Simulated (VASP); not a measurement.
# AgCl in VASP: one cell, several levels of theory, part 2 of 2

The system is AgCl, a lower-symmetry cell derived from the CsCl type prototype, a generated structure that needn't be the ground state.

VASP 6.6.1, plane waves, PAW.

## (3) r2SCAN at this geometry

INCAR

```
ENCUT = 520.000000
SIGMA = 0.010000
EDIFF = 1.00e-07
ALGO = Normal
METAGGA = R2SCAN
PREC = Accurate
IBRION = -1
ISIF = 2
ISMEAR = 0
NBANDS = 16
NELM = 120
NSW = 0
LASPH = .TRUE.
LCHARG = .TRUE.
LELF = .TRUE.
LWAVE = .FALSE.
LREAL = .FALSE.
```

KPOINTS

```
KPOINTS created by Atomic Simulation Environment
0
Gamma
8 8 8
0 0 0
```

KPOINTS_OPT

```
special points
5
Reciprocal
0.0000000000 0.0000000000 0.0000000000 1
0.0000000000 0.5000000000 0.0000000000 1
0.5000000000 0.5000000000 0.0000000000 1
0.5000000000 0.5000000000 0.5000000000 1
0.0000000000 0.0000000000 0.5000000000 1
```

POSCAR

```
Ag Cl
 1.0000000000000000
     3.3432959860999998    0.0000000000000000    0.0000000000000000
     0.0000000000000000    3.3432959860999998    0.0000000000000000
     0.0000000000000000    0.0000000000000000    3.4371592997999998
 Ag  Cl
   1   1
Cartesian
  0.0000000000000000  0.0000000000000000  0.0000000000000000
  1.6716479930499999  1.6716479930499999  1.7185796498999999
```

On the command line:

```bash
> mpirun -np 1 vasp_std
```

Standard output, without the iteration lines:

```text
POSCAR found type information on POSCAR AgCl
 POSCAR found :  2 types and       2 ions
 -----------------------------------------------------------------------------
|                                                                             |
|                                                                             |
|     You enforced a specific xc type in the INCAR file but a different       |
|     I HOPE YOU KNOW WHAT YOU ARE DOING!                                     |
|                                                                             |
 -----------------------------------------------------------------------------

 LDA part: xc-table for (None), standard interpolation
 POSCAR, INCAR and KPOINTS ok, starting setup
 FFT: planning ... GRIDC
 FFT: planning ... GRID_SOFT
 FFT: planning ... GRID
 WAVECAR not read
 entering main loop
 Start KPOINTS_OPT (optional k-point list driver)
k-point batch [1-5\5]
```

OSZICAR:

```text
N       E                     dE             d eps       ncg     rms          rms(c)
DAV:   1     0.786104519302E+02    0.78610E+02   -0.87868E+03  2408   0.105E+03
DAV:   2    -0.296859632526E+02   -0.10830E+03   -0.99520E+02  3112   0.234E+02
DAV:   3    -0.333980251127E+02   -0.37121E+01   -0.37031E+01  2968   0.458E+01
DAV:   4    -0.334227017261E+02   -0.24677E-01   -0.24675E-01  3056   0.402E+00
DAV:   5    -0.334230420112E+02   -0.34029E-03   -0.34028E-03  3040   0.466E-01    0.670E+00
DAV:   6    -0.284720002842E+02    0.49510E+01   -0.35495E+00  2432   0.221E+01    0.597E+00
DAV:   7    -0.284068519525E+02    0.65148E-01   -0.22360E-01  2632   0.445E+00    0.378E+00
DAV:   8    -0.283935598715E+02    0.13292E-01   -0.10046E-01  2800   0.353E+00    0.773E-01
DAV:   9    -0.283945237489E+02   -0.96388E-03   -0.43546E-03  3024   0.792E-01    0.292E-01
DAV:  10    -0.283942280737E+02    0.29568E-03   -0.94291E-04  2880   0.321E-01    0.121E-01
DAV:  11    -0.283942305450E+02   -0.24713E-05   -0.65900E-04  2800   0.214E-01    0.682E-02
DAV:  12    -0.283942011345E+02    0.29410E-04   -0.12700E-04  2608   0.128E-01    0.113E-02
DAV:  13    -0.283942032757E+02   -0.21412E-05   -0.37094E-06  3000   0.161E-02    0.793E-03
DAV:  14    -0.283942022949E+02    0.98080E-06   -0.12222E-06  2896   0.127E-02    0.168E-03
DAV:  15    -0.283942021251E+02    0.16974E-06   -0.61450E-08  1704   0.218E-03    0.527E-04
DAV:  16    -0.283942021248E+02    0.32651E-09   -0.71387E-09  1416   0.109E-03
   1 F= -.28394202E+02 E0= -.28394202E+02  d E =-.698695E-14
       N       E                     dE             ncg
DAV:   1     0.274338572964E+04   -0.21288E+04      160
DAV:   2     0.221552973395E+04   -0.52786E+03      192
DAV:   3     0.220050382903E+04   -0.15026E+02      200
DAV:   4     0.220041302735E+04   -0.90802E-01      200
DAV:   5     0.220041168757E+04   -0.13398E-02      208
DAV:   6     0.220041166147E+04   -0.26100E-04      192
DAV:   7     0.220041166086E+04   -0.61329E-06      208
DAV:   8     0.220041166084E+04   -0.12044E-07      160
```

OUTCAR, selected sections:

```text
k-points           NKPTS =     75   k-points in BZ     NKDIM =     75   number of bands    NBANDS=     16

   NELECT =      18.0000    total number of electrons

   dimension x,y,z NGX =    28 NGY =   28 NGZ =   28
   dimension x,y,z NGXF=    56 NGYF=   56 NGZF=   56

  energy-cutoff  :      520.00
  volume of cell :       38.42
      direct lattice vectors                 reciprocal lattice vectors
     3.343295986  0.000000000  0.000000000     0.299106033  0.000000000  0.000000000
     0.000000000  3.343295986  0.000000000     0.000000000  0.299106033  0.000000000
     0.000000000  0.000000000  3.437159300     0.000000000  0.000000000  0.290937927

 k-points in reciprocal lattice and weights: KPOINTS created by Atomic Simulation Env
   0.00000000  0.00000000  0.00000000       0.002
   0.12500000  0.00000000  0.00000000       0.008
   0.25000000  0.00000000  0.00000000       0.008
   0.37500000  0.00000000  0.00000000       0.008
   0.50000000  0.00000000  0.00000000       0.004
   0.12500000  0.12500000  0.00000000       0.008
   0.25000000  0.12500000  0.00000000       0.016
   0.37500000  0.12500000  0.00000000       0.016
[... 67 more k-points ...]

 E-fermi :   4.3311

 k-point     1 :       0.0000    0.0000    0.0000
  band No.  band energies     occupation
      1     -11.2643      2.00000
      2       1.3125      2.00000
      3       1.3617      2.00000
      4       2.3344      2.00000
      5       2.3612      2.00000
      6       2.3612      2.00000
      7       2.3917      2.00000
      8       2.6179      2.00000
      9       2.6179      2.00000
     10       5.4523      0.00000
     11      14.1165      0.00000
     12      14.2997      0.00000
     13      19.0074      0.00000
     14      19.4728      0.00000
     15      19.4728      0.00000
     16      21.4043      0.00000

 k-point     2 :       0.1250    0.0000    0.0000
  band No.  band energies     occupation
      1     -11.1902      2.00000
      2       1.0993      2.00000
      3       1.3756      2.00000
      4       1.7996      2.00000
      5       1.9680      2.00000
      6       2.2077      2.00000
      7       2.3703      2.00000
      8       2.9625      2.00000
      9       3.0993      2.00000
     10       6.1602      0.00000
     11      14.1333      0.00000
     12      14.4271      0.00000
     13      17.8614      0.00000
     14      18.3763      0.00000
     15      18.9198      0.00000
     16      21.3356      0.00000

 k-point     3 :       0.2500    0.0000    0.0000
  band No.  band energies     occupation
      1     -11.0014      2.00000
      2       0.0996      2.00000
      3       1.3688      2.00000
      4       1.4331      2.00000
      5       1.5569      2.00000
      6       2.2915      2.00000
      7       2.3925      2.00000
      8       3.5680      2.00000
      9       3.6608      2.00000
     10       7.3685      0.00000
     11      13.8082      0.00000
     12      14.1643      0.00000
     13      16.2148      0.00000
     14      16.7843      0.00000
     15      19.1810      0.00000
     16      21.1715      0.00000

 k-point     4 :       0.3750    0.0000    0.0000
  band No.  band energies     occupation
      1     -10.7961      2.00000
      2      -0.8334      2.00000
      3       1.0935      2.00000
      4       1.2908      2.00000
      5       1.4936      2.00000
      6       2.4148      2.00000
      7       2.6354      2.00000
      8       4.0423      2.00000
      9       4.0967      2.00000
     10       8.6550      0.00000
     11      12.1192      0.00000
     12      14.1262      0.00000
     13      15.0168      0.00000
     14      15.6273      0.00000
     15      21.0101      0.00000
     16      21.2696      0.00000

 k-point     5 :       0.5000    0.0000    0.0000
  band No.  band energies     occupation
      1     -10.7054      2.00000
      2      -1.1882      2.00000
      3       0.9987      2.00000
      4       1.1988      2.00000
      5       1.5191      2.00000
      6       2.4242      2.00000
      7       2.7979      2.00000
      8       4.2282      2.00000
      9       4.2658      2.00000
     10       9.8391      0.00000
     11      10.6549      0.00000
     12      14.1158      0.00000
     13      14.5787      0.00000
     14      15.2062      0.00000
     15      20.9440      0.00000
     16      21.0672      0.00000

 k-point     6 :       0.1250    0.1250    0.0000
  band No.  band energies     occupation
      1     -11.1189      2.00000
      2       1.0891      2.00000
      3       1.1672      2.00000
      4       1.6681      2.00000
      5       1.6691      2.00000
      6       2.3105      2.00000
      7       2.5922      2.00000
      8       2.7373      2.00000
      9       3.2111      2.00000
     10       6.7876      0.00000
     11      14.1797      0.00000
     12      14.5981      0.00000
     13      16.9487      0.00000
     14      17.3937      0.00000
     15      19.4137      0.00000
     16      20.5217      0.00000

 k-point     7 :       0.2500    0.1250    0.0000
  band No.  band energies     occupation
      1     -10.9377      2.00000
      2       0.1699      2.00000
      3       1.1908      2.00000
      4       1.3965      2.00000
      5       1.6475      2.00000
      6       2.3076      2.00000
      7       2.4018      2.00000
      8       3.1791      2.00000
      9       3.6328      2.00000
     10       7.8716      0.00000
     11      13.5920      0.00000
     12      14.5347      0.00000
     13      16.0708      0.00000
     14      16.2716      0.00000
     15      19.5564      0.00000
     16      20.2666      0.00000

 k-point     8 :       0.3750    0.1250    0.0000
  band No.  band energies     occupation
      1     -10.7414      2.00000
      2      -0.6938      2.00000
      3       1.1432      2.00000
      4       1.1779      2.00000
      5       1.5957      2.00000
      6       2.3427      2.00000
      7       2.6343      2.00000
      8       3.5810      2.00000
      9       3.9775      2.00000
     10       8.9830      0.00000
     11      11.9076      0.00000
     12      14.5568      0.00000
     13      15.2934      0.00000
     14      15.4665      0.00000
     15      20.3364      0.00000
     16      21.2981      0.00000

 k-point     9 :       0.5000    0.1250    0.0000
  band No.  band energies     occupation
      1     -10.6550      2.00000
      2      -1.0281      2.00000
      3       1.0978      2.00000
      4       1.1003      2.00000
      5       1.5906      2.00000
      6       2.3604      2.00000
      7       2.7799      2.00000
      8       3.7445      2.00000
      9       4.1115      2.00000
     10      10.1223      0.00000
     11      10.4542      0.00000
     12      14.6370      0.00000
     13      14.9238      0.00000
     14      15.0849      0.00000
     15      20.3817      0.00000
     16      21.7716      0.00000

 k-point    10 :       0.2500    0.2500    0.0000
  band No.  band energies     occupation
      1     -10.7767      2.00000
      2       0.1526      2.00000
      3       0.8021      2.00000
      4       1.4317      2.00000
      5       1.7548      2.00000
      6       2.1880      2.00000
      7       2.6031      2.00000
      8       2.6258      2.00000
      9       3.7348      2.00000
     10       8.6113      0.00000
     11      12.8244      0.00000
     12      14.8197      0.00000
     13      15.9483      0.00000
     14      16.2743      0.00000
     15      19.3893      0.00000
     16      19.8350      0.00000

 k-point    11 :       0.3750    0.2500    0.0000
  band No.  band energies     occupation
      1     -10.6041      2.00000
      2      -0.3321      2.00000
      3       0.7926      2.00000
      4       1.4054      2.00000
      5       1.7518      2.00000
      6       2.1836      2.00000
      7       2.6113      2.00000
      8       2.7844      2.00000
      9       3.7821      2.00000
     10       8.9681      0.00000
     11      12.0102      0.00000
     12      14.7306      0.00000
     13      15.9940      0.00000
     14      16.0465      0.00000
     15      19.3002      0.00000
     16      21.1024      0.00000

 k-point    12 :       0.5000    0.2500    0.0000
  band No.  band energies     occupation
      1     -10.5288      2.00000
      2      -0.5892      2.00000
      3       0.8231      2.00000
      4       1.3774      2.00000
      5       1.7379      2.00000
      6       2.2122      2.00000
      7       2.7342      2.00000
      8       2.8308      2.00000
      9       3.7881      2.00000
     10       9.0148      0.00000
     11      11.7185      0.00000
     12      14.7189      0.00000
     13      15.8176      0.00000
     14      15.8996      0.00000
     15      19.4280      0.00000
     16      22.0375      0.00000

[... the tables of k-points 13 to 75 left out ...]

  Total        0.3714525      0.3714525     -0.0167546      0.0000000      0.0000000     -0.0000000
  in kB       15.4904686     15.4904686     -0.6987070      0.0000000      0.0000000     -0.0000000
  external PRESSURE =      10.0940767 kB  Pullay stress =       0.0000000 kB

 POSITION                                       TOTAL-FORCE (eV/Angst)
 -----------------------------------------------------------------------------------
      0.00000      0.00000      0.00000         0.000000      0.000000      0.000000
      1.67165      1.67165      1.71858         0.000000      0.000000      0.000000
 -----------------------------------------------------------------------------------
    total drift:                               -0.000000      0.000000      0.000000

  FREE ENERGIE OF THE ION-ELECTRON SYSTEM (eV)
  ---------------------------------------------------
  free  energy   TOTEN  =       -28.3942021248 eV

  energy  without entropy=      -28.3942021248  energy(sigma->0) =      -28.39420212
```

Hardware: 1 MPI rank of Intel Xeon 6975P-C, shared host.

The levels at the points of KPOINTS_OPT are read from vasprun.xml.

Near the gap, in eV above the top of the last filled band v; c is the band after it:

```csv
point,v−1,v,c,c+1
Γ,-1.67,-1.67,1.17,9.83
X,-0.06,-0.02,5.55,6.37
M,-1.56,-1.20,3.41,9.79
R,-0.22,-0.15,5.17,5.17
```

r2SCAN gives an indirect gap of 1.17 eV, from (0.00, 0.00, 0.50) to Γ; the least direct gap is 2.83 eV. The pressure is 1.01 GPa; the forces vanish within 0.01 eV/Å.

## (4) Results

What follows sums up all 2 parts.

```
 level  gap (eV)  pressure (GPa)  Ansatz: gap (eV)  Ansatz: pressure (GPa)
   PBE      0.56            2.55              0.56                    2.71
r2SCAN      1.17            1.01              1.21                    1.10
```

**Reading.** The gap runs from 0.56 eV (PBE) to 1.17 eV (r2SCAN). The pressure is highest with PBE (2.6 GPa) and lowest with r2SCAN (1.0 GPa), which orders the cells that they would relax to. The two programs agree on the gap within 0.05 eV, far less than the spread between functionals. The two codes have different PAW datasets and cutoffs. VASP's cell holds 18 valence electrons and Ansatz's 26.
